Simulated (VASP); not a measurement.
VASP 6.6.1 run: SnSe

INCAR

```
MAGMOM = -3 -3
NBANDS = 17
ISPIN = 2
LASPH = .TRUE.
EDIFF = 1E-7
GGA = PE
IBRION = -1
PREC = High
NELM = 120
ISIF = 2
NSW = 0
LWAVE = .FALSE.
ISMEAR = -1
ENCUT = 520
LREAL = .FALSE.
NELECT = 20.1
SIGMA = 0.02
LCHARG = .FALSE.
```

KPOINTS

```
KPOINTS created by Atomic Simulation Environment
0
Gamma
8 8 8
0 0 0
```

POSCAR

```
Sn Se
 1.0000000000000000
     0.0000000000000000    3.0510475958000001    3.0021131514000001
     3.0510475958000001    0.0000000000000000    3.0021131514000001
     3.0510475958000001    3.0510475958000001    0.0000000000000000
 Sn  Se
   1   1
Cartesian
  0.0000000000000000  0.0000000000000000  0.0000000000000000
  3.0510475958000001  3.0510475958000001  3.0021131513999997
```

The recommended PBE PAW datasets give the neutral cell 20 valence electrons.

Command

```
mpirun -np 1 vasp_std
```

OSZICAR

```
N       E                     dE             d eps       ncg     rms          rms(c)
DAV:   1     0.137735645697E+03    0.13774E+03   -0.97390E+03  4091   0.146E+03
DAV:   2     0.796016832625E+01   -0.12978E+03   -0.12591E+03  4261   0.349E+02
DAV:   3    -0.460668516534E+01   -0.12567E+02   -0.12424E+02  4847   0.945E+01
DAV:   4    -0.492934445723E+01   -0.32266E+00   -0.32208E+00  4920   0.160E+01
DAV:   5    -0.493845030433E+01   -0.91058E-02   -0.91054E-02  5772   0.265E+00    0.169E+01
DAV:   6    -0.753290052348E+01   -0.25945E+01   -0.13148E+00  4861   0.798E+00    0.630E+00
DAV:   7    -0.762581666058E+01   -0.92916E-01   -0.21835E-01  4472   0.403E+00    0.151E+00
DAV:   8    -0.762512379766E+01    0.69286E-03   -0.19870E-02  4929   0.857E-01    0.788E-01
DAV:   9    -0.762520397435E+01   -0.80177E-04   -0.31292E-03  5045   0.398E-01    0.327E-01
DAV:  10    -0.762517451106E+01    0.29463E-04   -0.80647E-04  4981   0.269E-01    0.858E-02
DAV:  11    -0.762521946106E+01   -0.44950E-04   -0.11947E-04  4926   0.119E-01    0.445E-02
DAV:  12    -0.762524728300E+01   -0.27822E-04   -0.36272E-05  4665   0.436E-02    0.259E-02
DAV:  13    -0.762525383560E+01   -0.65526E-05   -0.88668E-06  4949   0.172E-02    0.429E-03
DAV:  14    -0.762525432072E+01   -0.48512E-06   -0.16290E-06  4975   0.105E-02    0.154E-03
DAV:  15    -0.762525448829E+01   -0.16757E-06   -0.40893E-07  4920   0.581E-03    0.851E-04
DAV:  16    -0.762525445836E+01    0.29933E-07   -0.53814E-08  3313   0.159E-03
   1 F= -.76252545E+01 E0= -.76249495E+01  d E =-.609995E-03  mag=     0.0000
```

It converged. Results: pressure 3.1 GPa; magnetic moment of the cell 0.00 μB.

The cell is charged and sits in a uniform background.

For comparison, a separate PBE run of the intended cell, on usual settings and not on those above, gives a gap of 0.48 eV on its mesh and a pressure of -0.3 GPa.

The run above took about 98 s on one core of a shared host (Intel Xeon Platinum 8488C) and held 0.2 GiB at most.
